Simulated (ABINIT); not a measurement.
Te:

```
Te
1.0
     4.45400    0.00000    0.00000
    -2.22700    3.85728    0.00000
     0.00000    0.00000    5.92400
Te
3
Cartesian
  1.6279 2.8197 0.0000
  -0.5991 1.0376 3.9493
  1.1981 0.0000 1.9747
```

Base run:

| Quantity | Value |
| --- | --- |
| Program | ABINIT 10.8.3 (patched build) |
| Functional | WC |
| Potentials or basis | JTH PAW PBE v2.0 |
| Cutoff | 408 eV |
| k mesh | 7 × 7 × 5 |
| Occupations | fermi-dirac, width 0.05 eV |
| Spin | no spin polarisation |

Its results: pressure -0.8 GPa; largest force 0.217 eV/Å.

Task: The run is repeated on the same cell with these changes: functional from WC to revPBE. What comes out?

Result: Pressure 2.4 GPa; largest force 0.217 eV/Å.

revPBE binds less tightly than WC, so the same cell stands under more pressure.

Caveats: the PAW data sets were made with another functional, which shifts forces and pressure a little.

Not every run made on this cell is shown here.
